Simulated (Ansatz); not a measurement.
**CuI: changing spin-orbit coupling**

Symmetry: F-43m, No. 216, cubic system. The conventional cell has a = 6.063 Å, b = 6.063 Å, c = 6.063 Å, α = 90.00°, β = 90.00°, γ = 90.00°. I (site symmetry -43m) has 4 Cu at 2.63 Å as nearest neighbours. Cu (site symmetry -43m) is surrounded by 4 I at 2.63 Å.

Kept alike: task band structure; functional PBEsol; k mesh 8 × 8 × 8; occupations fermi-dirac, width 0.05 eV. Program: Ansatz, Ansatz PAW, cutoff 420 eV. The mesh is that of the run's cell of 2 atoms.

| spin-orbit coupling | band gap (eV) |
| --- | --- |
| off | 1.007 |
| on | 0.849 |

Gaps are the smaller of the mesh's and the band path's. All rows use potentials made for PBE.

Q: What does spin-orbit coupling change here?

A: The band gap runs from 0.849 (on) to 1.007 eV (off). Spin-orbit coupling splits p and d bands at the edges, and the more so the heavier the atoms.
